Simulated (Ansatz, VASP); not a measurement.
BP: VASP and Ansatz over several settings

```xyz
2
Lattice="0.0000 2.2538 2.2538 2.2538 0.0000 2.2538 2.2538 2.2538 0.0000" Properties=species:S:1:pos:R:3 pbc="T T T"
P     3.3807    3.3807    3.3807
B     0.0000    0.0000    0.0000
```

Single points on this cell with VASP 6.6.1 and Ansatz 0.2.0. Each row is one pair of runs. Alike in all rows: spin: off; k mesh: 10 × 10 × 10; smearing: fermi-dirac, width 0.05 eV; VASP's potentials, cutoff: VASP PAW PBE potentials, release 64 (P, B), 520 eV.

```tsv
level	Ansatz's potentials, cutoff	gap on the k mesh at the Fermi level (eV), VASP	gap on the k mesh at the Fermi level (eV), Ansatz	least direct gap on the mesh (eV), VASP	least direct gap on the mesh (eV), Ansatz	pressure (GPa), VASP	pressure (GPa), Ansatz
r2SCAN+D4	Ansatz PAW, 500 eV	1.42	1.39	3.67	3.63	1.0	1.5
PBEsol	Ansatz PAW, 420 eV	1.10	1.11	3.39	3.39	1.5	1.4
RPBE	Ansatz PAW, 420 eV	?	1.24	?	3.43	?	7.5
revPBE+D3(BJ)	Ansatz PAW, 420 eV	1.21	1.23	3.42	3.43	-3.0	-2.6
BLYP+D4	Ansatz PAW, 420 eV	1.51	1.49	3.61	3.58	-0.9	-0.7
```

Problem. Fill in what VASP gave in row 3.

Solution. gap on the k mesh at the Fermi level (eV): 1.22; least direct gap on the mesh (eV): 3.42; pressure (GPa): 7.0.

Caveats: the PAW data sets were made with another functional, which shifts forces and pressure a little (VASP); the PAW data sets come from PBE, with cores solved anew for the run's functional, which leaves a small shift of forces and pressure (Ansatz).
